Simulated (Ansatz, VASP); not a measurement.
## One calculation of Ag, two programs

File INCAR:

```
PREC = Accurate
ENCUT = 520
EDIFF = 1E-6
ISMEAR = -1
SIGMA = 0.05
LREAL = F
LASPH = T
NELM = 80
ALGO = Normal
ISIF = 2
LWAVE = F
LCHARG = F
GGA = PE
ALDAC = 0.0
AGGAC = 0.0
NBANDS = 12
```

Contents of KPOINTS:

```
regular mesh
0
Gamma
  11 11 11
```

File POSCAR:

```
Ag
1.0
    0.0000000000      2.0696313722      2.0696313722
    2.0696313722      0.0000000000      2.0696313722
    2.0696313722      2.0696313722      0.0000000000
Ag
1
Direct
    0.0000000000      0.0000000000      0.0000000000
```

Contents of input.yaml:

```yaml
crystal:
  lattice:
    - [0.0, 2.0696313722, 2.0696313722]
    - [2.0696313722, 0.0, 2.0696313722]
    - [2.0696313722, 2.0696313722, 0.0]
  atoms:
    - { symbol: Ag, position: [0.0, 0.0, 0.0] }
hamiltonian:
  xc: { exchange: pbe, correlation: none }
  pseudopotentials: { kind: paw }
kpoints:
  mp_grid: { grid: [11, 11, 11] }
scf:
  occupations: { method: fermi_dirac, width: 0.05 }
output:
  forces: true
  stress: true
  eigenvalues: true
```

Alike in both runs: task single point; functional PBE exchange alone; k mesh 11 × 11 × 11; occupations fermi-dirac, width 0.05 eV; no spin polarisation.

```csv
,VASP,Ansatz
version,VASP 6.6.1,Ansatz 0.2.0
potentials or method,"VASP PAW PBE potentials, release 64 (Ag)",Ansatz PAW
plane-wave cutoff (eV),520,420
valence electrons in the cell,11,19
```

```csv
,VASP,Ansatz,Ansatz less VASP
gap on the k mesh at the Fermi level (eV),none,none,-
pressure (GPa),17.7,17.8,+0.17
```

A gap of «none» marks a metal or a gap that the smearing closes. With one functional, cell and mesh, what is left measures potentials, basis and numerics. The two sets of potentials don't hold the same shells in valence.

Caveats: so large a pressure means that the cell lies far from this level's equilibrium, or that cutoff or potentials fall short (VASP); the PAW data sets come from PBE, with cores solved anew for the run's functional, which leaves a small shift of forces and pressure (Ansatz).
